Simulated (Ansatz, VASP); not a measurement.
## MgS: VASP beside Ansatz

INCAR

```
SYSTEM = MgS
  PREC = Accurate
  ENCUT = 520
  EDIFF = 1E-7
  ISMEAR = 0
  SIGMA = 0.05
  LREAL = .FALSE.
  LASPH = .TRUE.
  NELM = 100
  ALGO = Normal
  ISIF = 2
  LWAVE = .FALSE.
  LCHARG = .TRUE.
  GGA = PE
  LELF = .TRUE.
  LVHAR = .TRUE.
  NBANDS = 11
```

KPOINTS

```
Automatic mesh
0
G
  8 8 8
  0 0 0
```

File POSCAR:

```
MgS
1.0
    0.0000000000      2.2603135200      2.6016500000
    2.9429864800      0.0000000000      2.6016500000
    2.9429864800      2.2603135200      0.0000000000
Mg S
1 1
Direct
    0.0000000000      0.0000000000      0.0000000000
    0.5000000000      0.5000000000      0.5000000000
```

Input for Ansatz:

```yaml
crystal:
  lattice:
    - [0.0, 2.26031352, 2.60165]
    - [2.94298648, 0.0, 2.60165]
    - [2.94298648, 2.26031352, 0.0]
  atoms:
    - { symbol: Mg, position: [0.0, 0.0, 0.0] }
    - { symbol: S, position: [0.5, 0.5, 0.5] }
basis:
  ecutwfc: 420
kpoints:
  mp_grid: { grid: [8, 8, 8] }
hamiltonian:
  xc: pbe
scf:
  occupations: { method: gaussian, width: 0.05 }
output:
  forces: true
  stress: true
  eigenvalues: true
```

Change from the starting cell: strain +0.1312 x Voigt [1, -1, 0, 0, 0, 0], atoms carried along.

Alike in both runs: task single point; functional PBE; k mesh 8 × 8 × 8; occupations gaussian, width 0.05 eV; no spin polarisation.

```csv
,VASP,Ansatz
version,VASP 6.6.1,Ansatz 0.2.0
potentials or method,"VASP PAW PBE potentials, release 64 (Mg, S)","scalar-relativistic, plane waves, PAW"
plane-wave cutoff (eV),520,420
valence electrons in the cell,8,16
```

Ansatz gave:

```
gap on the k mesh at the Fermi level (eV)       : 2.58
least direct gap on the mesh (eV)               : 3.57
pressure (GPa)                                  : 11.8
largest component of the traceless stress (GPa) : 22.85
```

Task: What did VASP give for the same quantities?

Result: gap on the k mesh at the Fermi level (eV): 2.57; least direct gap on the mesh (eV): 3.56; pressure (GPa): 11.6; largest component of the traceless stress (GPa): 22.90.

The functional is the same, so the differences come from potentials, cutoffs and numerics. The two sets of potentials don't hold the same shells in valence.

A k mesh can miss the band edges.
